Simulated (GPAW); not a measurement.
# BP (F-43m) in GPAW: notebook

Aim: see how the results for BP move with the level of theory and the settings. Levels: PBE, OLYP. Tasks: equation of state, band structure.

All numbers are computed with GPAW 26.7.0; they aren't measurements. Logs are shortened: lines on timing, memory, paths and dates and some standing lists are left out, and cuts for length are marked. The log counts tension as positive stress, the text compression.

**Experimental background.**

From “Equation of state of single-crystal cubic boron phosphide”, 2014, arxiv:1407.1677, for a bulk crystal of BP at 300 K: bulk modulus 179 ± 1 GPa.

The results are compared with them further down.

## 1. The structure

The structure is cubic, space group F-43m (No. 216). The conventional cell has a = 4.538 Å, b = 4.538 Å, c = 4.538 Å, α = 90.00°, β = 90.00°, γ = 90.00°. P (site symmetry -43m) is surrounded by 4 B at 1.97 Å. B (site symmetry -43m) has 4 P at 1.97 Å as nearest neighbours.

## 2. Equation of state, PBE

The input, run.py:

```python
from ase import Atoms
from ase.eos import EquationOfState
from ase.io import Trajectory
from ase.units import GPa
from gpaw import GPAW, PW

atoms = Atoms(['P', 'B'],
              cell=[[0.0, 2.269, 2.269],
                    [2.269, 0.0, 2.269],
                    [2.269, 2.269, 0.0]],
              scaled_positions=[[0.75, 0.75, 0.75],
                                [0.0, 0.0, 0.0]],
              pbc=True)

traj = Trajectory('eos.traj', 'w')
volumes, energies = [], []
for x in [0.94, 0.96, 0.98, 1.0, 1.02, 1.04, 1.06]:
    a = atoms.copy()
    a.set_cell(atoms.cell * x**(1 / 3), scale_atoms=True)
    calc = GPAW(mode=PW(800),
                xc='PBE',
                kpts={'size': (10, 10, 10), 'gamma': True},
                occupations={'name': 'fermi-dirac', 'width': 0.05},
                nbands=11,
                convergence={'density': 1e-05, 'energy': 1e-05},
                maxiter=150,
                txt=f'eos-{x:.2f}.txt')
    a.calc = calc
    energies.append(a.get_potential_energy(force_consistent=True))
    volumes.append(a.get_volume())
    p = -a.get_stress()[:3].mean() / GPa
    calc.write(f'eos-{x:.2f}.gpw')
    traj.write(a)
    print(f'{x:.2f} {volumes[-1]:10.4f} A^3 {energies[-1]:14.6f} eV {p:9.3f} GPa', flush=True)

v0, e0, B = EquationOfState(volumes, energies, eos='birchmurnaghan').fit()
print(f'V0 = {v0:.4f} A^3, E0 = {e0:.6f} eV, B0 = {B / GPa:.2f} GPa')
```

Potentials or basis: GPAW PAW data sets (gpaw-data 1.2.1), pw.

Run with:

```console
$ OMP_NUM_THREADS=1 python run.py
```

Log:

```text
__  _  _
 | _ |_)|_||  |
 |__||  | ||/\| - 26.7.0

Input parameters:
  mode=PW(ecut=800.0),
  convergence={'density': 1e-05, 'energy': 1e-05},
  kpts=MonkhorstPack(size=(10, 10, 10), gamma=True),
  maxiter=150,
  nbands=11,
  occupations=Occupations(name='fermi-dirac', width=0.05),
  xc=XC(name='PBE')

Diagonalizing LCAO Hamiltonian
Converting LCAO to pw mode

                  P

       B

Atoms  # Å, Bohr magnetons
|   | symbol |        x |        y |        z |    initial magnetic moments |
|---|--------|----------|----------|----------|-----------------------------|
| 0 |      P | 3.334021 | 3.334021 | 3.334021 | ( 0.0000,  0.0000,  0.0000) |
| 1 |      B | 0.000000 | 0.000000 | 0.000000 | ( 0.0000,  0.0000,  0.0000) |

Unit cell  # Å
| periodic |        x |        y |        z |  lengths |    angles |
|----------|----------|----------|----------|----------|-----------|
|      yes | 0.000000 | 2.222681 | 2.222681 | 3.143345 | 60.000000 |
|      yes | 2.222681 | 0.000000 | 2.222681 | 3.143345 | 60.000000 |
|      yes | 2.222681 | 2.222681 | 0.000000 | 3.143345 | 60.000000 |

Number of symmetries: 24
Symmetry operations  # r_c * U_cc + t_c -> r_c
|    | kind |            matrix            |
|----|------|------------------------------|
|  0 |  E   |  1, 0, 0,  0, 1, 0,  0, 0, 1 |
|  1 |  σ   |  1, 0, 0,  0, 0, 1,  0, 1, 0 |
|  2 |  σ   |  1, 0,-1,  0, 1,-1,  0, 0,-1 |
|  3 |  C3  |  1, 0,-1,  0, 0,-1,  0, 1,-1 |
|  4 |  C3  |  1,-1, 0,  0,-1, 1,  0,-1, 0 |
|  5 |  σ   |  1,-1, 0,  0,-1, 0,  0,-1, 1 |
|  6 |  σ   |  0, 1, 0,  1, 0, 0,  0, 0, 1 |
|  7 |  C3  |  0, 1, 0,  0, 0, 1,  1, 0, 0 |
|  8 |  C2  |  0, 1,-1,  1, 0,-1,  0, 0,-1 |
|  9 |  S4  |  0, 1,-1,  0, 0,-1,  1, 0,-1 |
| 10 |  C3  |  0, 0, 1,  1, 0, 0,  0, 1, 0 |
| 11 |  σ   |  0, 0, 1,  0, 1, 0,  1, 0, 0 |
| 12 |  S4  |  0, 0,-1,  1, 0,-1,  0, 1,-1 |
| 13 |  C3  |  0, 0,-1,  0, 1,-1,  1, 0,-1 |
| 14 |  S4  |  0,-1, 1,  1,-1, 0,  0,-1, 0 |
| 15 |  C2  |  0,-1, 1,  0,-1, 0,  1,-1, 0 |
| 16 |  C3  |  0,-1, 0,  1,-1, 0,  0,-1, 1 |
| 17 |  S4  |  0,-1, 0,  0,-1, 1,  1,-1, 0 |
| 18 |  S4  | -1, 1, 0, -1, 0, 1, -1, 0, 0 |
| 19 |  C3  | -1, 1, 0, -1, 0, 0, -1, 0, 1 |
| 20 |  C3  | -1, 0, 1, -1, 1, 0, -1, 0, 0 |
| 21 |  S4  | -1, 0, 1, -1, 0, 0, -1, 1, 0 |
| 22 |  σ   | -1, 0, 0, -1, 1, 0, -1, 0, 1 |
| 23 |  C2  | -1, 0, 0, -1, 0, 1, -1, 1, 0 |

BZ-sampling:
  Number of BZ points: 1000
  Number of IBZ points: 47

  Monkhorst-Pack size: [10, 10, 10]
  Monkhorst-Pack shift: [0.05, 0.05, 0.05]

K-points  # in reciprocal-cell coordinates
|     |                                coordinates |     weight |
|-----|--------------------------------------------|------------|
|   0 | (  0.00000000,   0.00000000,   0.00000000) | 0.00100000 |
|   1 | (  0.10000000,   0.10000000,   0.00000000) | 0.00600000 |
|   2 | (  0.10000000,   0.10000000,   0.10000000) | 0.00800000 |
|   3 | (  0.20000000,   0.10000000,   0.10000000) | 0.01200000 |
|   4 | (  0.20000000,   0.20000000,   0.00000000) | 0.00600000 |
|   5 | (  0.20000000,   0.20000000,   0.10000000) | 0.02400000 |
|   6 | (  0.20000000,   0.20000000,   0.20000000) | 0.00800000 |
|   7 | (  0.30000000,   0.20000000,   0.10000000) | 0.02400000 |
|   8 | (  0.30000000,   0.20000000,   0.20000000) | 0.02400000 |
|   9 | (  0.30000000,   0.30000000,   0.00000000) | 0.00600000 |
| ... |                                            |            |
|  46 | (  0.50000000,   0.50000000,   0.50000000) | 0.00400000 |

Plane wave coefficients: 1158
Cutoff: 800.0 eV

Spin-components: 1 (collinear spins)
Bands:           11
Projectors:      10
Spin-degeneracy: 2
Datatype:        complex128

Parallelization:
  kpt:    1
  domain: 1
  band:   1

Density:
  Valence electrons: 8.0
  Components: 1
  Grid points: [21 21 21]
  Charge: 0.0  # |e|

Potential:
  Grid points: [21 21 21]

species:
  P:
    name:    Phosphorus
    Z:       15.0
    valence: 5
    core:    10
    charge:  0.0  # [|e|]
    compensation charges:
      type: gauss
      rc: 0.30  # [Å]
      lmax: 2
    cutoffs:
      filter: 1.69  # [Å]
      core: 1.81  # [Å]
    projectors
    | kind |    occ | energy [eV] | rcut [Å] |
    |------|--------|-------------|----------|
    |   3s |  2.000 |     -13.968 |    0.953 |
    |   3p |  3.000 |      -5.506 |    0.953 |
    |    s |        |      13.244 |    0.953 |
    |    p |        |      21.705 |    0.953 |
    |    d |        |       0.000 |    0.953 |

    Using partial waves for P as LCAO basis

  B:
    name:    Boron
    Z:       5.0
    valence: 3
    core:    2
    charge:  0.0  # [|e|]
    compensation charges:
      type: gauss
      rc: 0.20  # [Å]
      lmax: 2
    cutoffs:
      filter: 1.14  # [Å]
      core: 1.38  # [Å]
    projectors
    | kind |    occ | energy [eV] | rcut [Å] |
    |------|--------|-------------|----------|
    |   2s |  2.000 |      -9.443 |    0.635 |
    |   2p |  1.000 |      -3.606 |    0.635 |
    |    s |        |      17.768 |    0.635 |
    |    p |        |      23.605 |    0.635 |
    |    d |        |       0.000 |    0.635 |

    Using partial waves for B as LCAO basis

Reference energy: -9972.403226  # eV

eigensolver:
  PPCG
  Converge bands: occupied
  niter=2

density mixing:
  MSR1-Mixer
  Pratt-step length: 0.05
  Maximum mixing coefficient: 0.75
  Old densities: 10
  SVD Regularization: 0.005
  Good broyden scale: 1.0
  Trust region scale: 1.0
  Backstep threshold: 4.0
  History deletion threshold: 6.0
  Fourier metric: weight=20.0, sigma=0.015

occupation numbers:
  Fermi-Dirac:
    width: 0.0500  # eV

poisson solver:
  ecut: 6400.0  # eV

xc functional:
  name: PBE with 2 nearest neighbor stencil

convergence criteria:
- Maximum integral of absolute [dens]ity change: 1e-05 electrons / valence electron
- Maximum [total energy] change in last 3 cyles: 1e-05 eV / valence electron
- Maximum integral of absolute [eigenst]ate change: 4e-08 eV^2 / valence electron
maximum number of iterations: 150

SCF iterations
|iter     | |      energy | eigst |  dens |
|---------|-|-------------|-------|-------|
|iter:   1| |  -13.569762 | +0.14 |       |
|iter:   2| |  -13.436895 | -2.12 | -0.68 |
|iter:   3| |  -12.839291 | -1.38 | -0.72 |
|iter:   4| |  -12.832279 | -2.92 | -1.43 |
|iter:   5| |  -12.832548 | -3.98 | -1.94 |
|iter:   6| |  -12.832591 | -5.43 | -2.60 |
|iter:   7| |  -12.832591c| -7.36 | -3.76 |
|iter:   8| |  -12.832591c| -8.60c| -4.33 |
|iter:   9| |  -12.832591c| -9.52c| -5.62c|

Converged in 9 steps
Energy contributions relative to reference atoms: (reference = -9972.403226)

Energy contributions:
  Kinetic:          18.954615
  Coulomb:         -15.893500
  Zero:             -0.029269
  External:          0.000000
  Xc:              -15.864438
  Entropy:          -0.000000
  Spinorbit:         0.000000
  ----------------------------
  Free energy:     -12.832592
  Extrapolated:    -12.832591

dipole moment: (-3.181452, -3.181452, -3.181452)  # |e|*Ang

Fermi level: 9.565
Eigenvalues  # (at kpt = [0.000, 0.000, 0.000])
| band index |      eig [eV] | occ [0-2] |
|------------|---------------|-----------|
|          0 |        -7.018 |     2.000 |
|          1 |         9.007 |     2.000 |
|          2 |         9.007 |     2.000 |
|          3 |         9.007 |     2.000 |
|          4 |        12.512 |     0.000 |
|          5 |        12.512 |     0.000 |
|          6 |        12.512 |     0.000 |
|          7 |        17.361 |     0.000 |
|          8 |        21.003 |     0.000 |
|          9 |        21.208 |     0.000 |
|         10 |        21.209 |     0.000 |

Gap: 1.158 eV
Transition (v -> c):
  (s=0, k=0, n=3, [0.00, 0.00, 0.00]) -> (s=0, k=24, n=4, [0.40, 0.40, 0.00])
Direct/indirect transitions are different
Direct gap: 3.505 eV
Transition at: (s=0, k=0, n=3, [0.00, 0.00, 0.00])

Stress tensor  # eV/Ang^3
|         x |         y |         z |
|-----------|-----------|-----------|
| -0.081360 |  0.000000 |  0.000000 |
|  0.000000 | -0.081360 |  0.000000 |
|  0.000000 |  0.000000 | -0.081360 |

# Writing to eos-0.94.gpw (mode='')
```

It took 78 s on 1 thread of Intel Xeon Platinum 8488C (Sapphire Rapids), shared host; peak memory 0.24 GiB.

What came out:

- Equilibrium volume: 11.79 Å³/atom
- Bulk modulus: 162 GPa
- Pressure derivative of the bulk modulus: 3.8

Energy against volume, from the lowest point:
```csv
volume (Å³/atom),energy (meV/atom)
10.981,30.93
11.214,14.87
11.448,4.74
11.682,0.00
11.915,0.16
12.149,4.77
12.383,13.43
```

## 3. Band structure, OLYP

The input, run.py:

```python
import spglib
from ase import Atoms
from ase.dft.bandgap import bandgap
from ase.io import read, write
from ase.units import GPa
from gpaw import GPAW, PW, setup_paths

setup_paths.insert(0, '.')

atoms = read('BP.cif')
cell, positions, numbers = spglib.find_primitive(
    (atoms.cell[:], atoms.get_scaled_positions(), atoms.numbers), symprec=1e-4)
atoms = Atoms(numbers, cell=cell, scaled_positions=positions, pbc=True)

calc = GPAW(mode=PW(800),
            xc='GGA_X_OPTX+GGA_C_LYP',
            kpts={'size': (10, 10, 10), 'gamma': True},
            occupations={'name': 'fermi-dirac', 'width': 0.05},
            nbands=11,
            convergence={'density': 1e-05, 'energy': 1e-05},
            eigensolver='davidson',
            maxiter=150,
            txt='gpaw.txt')
atoms.calc = calc
energy = atoms.get_potential_energy()
forces = atoms.get_forces()
stress = atoms.get_stress()
calc.write('gs.gpw')
write('result.traj', atoms)
print(f'Energy: {energy:.6f} eV')
print('Forces (eV/A):')
print(forces.round(4))
print('Stress (GPa):', (stress / GPa).round(3))
print('Fermi level:', round(calc.get_fermi_level(), 4), 'eV')
print(f'Gap: {bandgap(calc)[0]:.4f} eV, direct: {bandgap(calc, direct=True)[0]:.4f} eV')

path = atoms.cell.bandpath('GXWKGLUWLK,UX', npoints=60, eps=1e-4)
bs_calc = calc.fixed_density(kpts=path, symmetry='off', nbands=19,
                             convergence={'bands': 'CBM+6.0', 'eigenstates': 1e-6}, txt='bands.txt')
bs = bs_calc.band_structure()
bs.write('bs.json')
print(f'Gap on the path: {bandgap(bs_calc)[0]:.4f} eV')
```

The input, BP.cif:

```cif
data_BP
_cell_length_a 4.53800000
_cell_length_b 4.53800000
_cell_length_c 4.53800000
_cell_angle_alpha 90.00000000
_cell_angle_beta 90.00000000
_cell_angle_gamma 90.00000000
_space_group_name_H-M_alt 'F-43m'
_space_group_name_Hall 'F -4 2 3'
_space_group_IT_number 216
loop_
_space_group_symop_operation_xyz
'x,y,z'
'y,-x,-z'
'-x,-y,z'
'-y,x,-z'
'x,-y,-z'
'y,x,z'
'-x,y,-z'
'-y,-x,z'
'z,x,y'
'-z,y,-x'
'z,-x,-y'
'-z,-y,x'
'-z,x,-y'
'z,y,x'
'-z,-x,y'
'z,-y,-x'
'y,z,x'
'-x,-z,y'
'-y,z,-x'
'x,-z,-y'
'-y,-z,x'
'x,z,y'
'y,-z,-x'
'-x,z,-y'
'x,y+1/2,z+1/2'
'y,-x+1/2,-z+1/2'
'-x,-y+1/2,z+1/2'
'-y,x+1/2,-z+1/2'
'x,-y+1/2,-z+1/2'
'y,x+1/2,z+1/2'
'-x,y+1/2,-z+1/2'
'-y,-x+1/2,z+1/2'
'z,x+1/2,y+1/2'
'-z,y+1/2,-x+1/2'
'z,-x+1/2,-y+1/2'
'-z,-y+1/2,x+1/2'
'-z,x+1/2,-y+1/2'
'z,y+1/2,x+1/2'
'-z,-x+1/2,y+1/2'
'z,-y+1/2,-x+1/2'
'y,z+1/2,x+1/2'
'-x,-z+1/2,y+1/2'
'-y,z+1/2,-x+1/2'
'x,-z+1/2,-y+1/2'
'-y,-z+1/2,x+1/2'
'x,z+1/2,y+1/2'
'y,-z+1/2,-x+1/2'
'-x,z+1/2,-y+1/2'
'x+1/2,y,z+1/2'
'y+1/2,-x,-z+1/2'
'-x+1/2,-y,z+1/2'
'-y+1/2,x,-z+1/2'
'x+1/2,-y,-z+1/2'
'y+1/2,x,z+1/2'
'-x+1/2,y,-z+1/2'
'-y+1/2,-x,z+1/2'
'z+1/2,x,y+1/2'
'-z+1/2,y,-x+1/2'
'z+1/2,-x,-y+1/2'
'-z+1/2,-y,x+1/2'
'-z+1/2,x,-y+1/2'
'z+1/2,y,x+1/2'
'-z+1/2,-x,y+1/2'
'z+1/2,-y,-x+1/2'
'y+1/2,z,x+1/2'
'-x+1/2,-z,y+1/2'
'-y+1/2,z,-x+1/2'
'x+1/2,-z,-y+1/2'
'-y+1/2,-z,x+1/2'
'x+1/2,z,y+1/2'
'y+1/2,-z,-x+1/2'
'-x+1/2,z,-y+1/2'
'x+1/2,y+1/2,z'
'y+1/2,-x+1/2,-z'
'-x+1/2,-y+1/2,z'
'-y+1/2,x+1/2,-z'
'x+1/2,-y+1/2,-z'
'y+1/2,x+1/2,z'
'-x+1/2,y+1/2,-z'
'-y+1/2,-x+1/2,z'
'z+1/2,x+1/2,y'
'-z+1/2,y+1/2,-x'
'z+1/2,-x+1/2,-y'
'-z+1/2,-y+1/2,x'
'-z+1/2,x+1/2,-y'
'z+1/2,y+1/2,x'
'-z+1/2,-x+1/2,y'
'z+1/2,-y+1/2,-x'
'y+1/2,z+1/2,x'
'-x+1/2,-z+1/2,y'
'-y+1/2,z+1/2,-x'
'x+1/2,-z+1/2,-y'
'-y+1/2,-z+1/2,x'
'x+1/2,z+1/2,y'
'y+1/2,-z+1/2,-x'
'-x+1/2,z+1/2,-y'
loop_
_atom_site_label
_atom_site_type_symbol
_atom_site_symmetry_multiplicity
_atom_site_Wyckoff_symbol
_atom_site_fract_x
_atom_site_fract_y
_atom_site_fract_z
_atom_site_occupancy
P1 P 4 c 0.2500000000 0.2500000000 0.2500000000 1
B1 B 4 a 0.0000000000 0.0000000000 0.0000000000 1
```

Potentials or basis: PAW data sets generated in the run's folder for this functional, pw.

Run with:

```console
$ gpaw-setup -f GGA_X_OPTX+GGA_C_LYP B P
$ OMP_NUM_THREADS=1 python run.py
```

It took 20 s on 1 thread of Intel Xeon Platinum 8488C (Sapphire Rapids), shared host; peak memory 0.2 GiB.

It converged, with:

```
Free energy             : -11.8258 eV
Pressure                : 0.8 GPa
Band gap on the k mesh  : 1.33 eV, indirect (least direct gap 3.40 eV)
Band gap along the path : 1.34 eV, indirect (least direct gap 3.40 eV)
```

Levels at the corners of the path, in eV from the valence-band top:
| point | band 1 | band 2 | band 3 | band 4 | band 5 | band 6 | band 7 | band 8 |
| --- | --- | --- | --- | --- | --- | --- | --- | --- |
| Γ | -15.49 | 0.00 | 0.00 | 0.00 | 3.40 | 3.40 | 3.40 | 7.45 |
| X | -10.62 | -8.65 | -4.13 | -4.13 | 1.41 | 1.81 | 12.20 | 12.20 |
| W | -10.35 | -8.15 | -5.66 | -5.44 | 5.45 | 6.88 | 7.32 | 7.45 |
| K | -10.63 | -8.23 | -6.20 | -3.52 | 2.25 | 6.10 | 9.77 | 10.68 |
| Γ | -15.49 | 0.00 | 0.00 | 0.00 | 3.40 | 3.40 | 3.40 | 7.45 |
| L | -12.17 | -9.04 | -1.77 | -1.77 | 3.83 | 4.73 | 4.73 | 10.43 |
| U | -10.63 | -8.23 | -6.20 | -3.52 | 2.25 | 6.10 | 9.77 | 10.68 |
| W | -10.35 | -8.15 | -5.66 | -5.44 | 5.45 | 6.88 | 7.32 | 7.45 |
| L | -12.17 | -9.04 | -1.77 | -1.77 | 3.83 | 4.73 | 4.73 | 10.43 |
| K | -10.63 | -8.23 | -6.20 | -3.52 | 2.25 | 6.10 | 9.77 | 10.68 |
| U | -10.63 | -8.23 | -6.20 | -3.52 | 2.25 | 6.10 | 9.77 | 10.68 |
| X | -10.62 | -8.65 | -4.13 | -4.13 | 1.41 | 1.81 | 12.20 | 12.20 |

## 4. How close it comes

Step 2. Measured bulk modulus of BP: 179 GPa (300 K; “Equation of state of single-crystal cubic boron phosphide”, 2014, arxiv:1407.1677). This calculation gives 162 GPa (-9.5 %). 3 values of this kind are on record (173 to 179 GPa); this one was drawn at random among those near their median, those with a stated uncertainty first. The fit is for a static lattice scaled at fixed shape and fixed fractional positions.
